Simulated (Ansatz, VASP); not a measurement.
**C in VASP and in Ansatz**

```xyz
2
Lattice="0.0000 1.7834 1.7834 1.7834 0.0000 1.7834 1.7834 1.7834 0.0000" Properties=species:S:1:pos:R:3 pbc="T T T"
C     1.5584    1.5584    1.7834
C     2.6751    2.6751    2.6751
```

Alike in both runs: task single point; functional LDA; k mesh 12 × 12 × 12; no spin polarisation.

|  | VASP | Ansatz |
| --- | --- | --- |
| version | VASP 6.6.1 | Ansatz 0.2.0 |
| potentials or method | VASP PAW LDA potentials, release 64 (C) | scalar-relativistic, plane waves, PAW |
| plane-wave cutoff (eV) | 520 | 420 |
| occupations | methfessel-paxton of order 1, width 0.4 eV | cold, width 0.4 eV |
| valence electrons in the cell | 8 | 8 |

|  | VASP | Ansatz | Ansatz less VASP |
| --- | --- | --- | --- |
| gap on the k mesh at the Fermi level (eV) | none | none | - |
| pressure (GPa) | 24.9 | 23.8 | -1.05 |
| largest component of the traceless stress (GPa) | 38.98 | 39.03 | +0.047 |
| rms of the force components (eV/Å) | 6.780 | 6.772 | -0.0086 |

Atom by atom the forces differ by 0.009 eV/Å (rms over components). A gap of «none» marks a metal or a gap that the smearing closes.

Caveats: so large a pressure means that the cell lies far from this level's equilibrium, or that cutoff or potentials fall short (VASP); forces of over 1 eV/Å show positions far from the minimum, so gaps and moduli don't describe the material at rest.
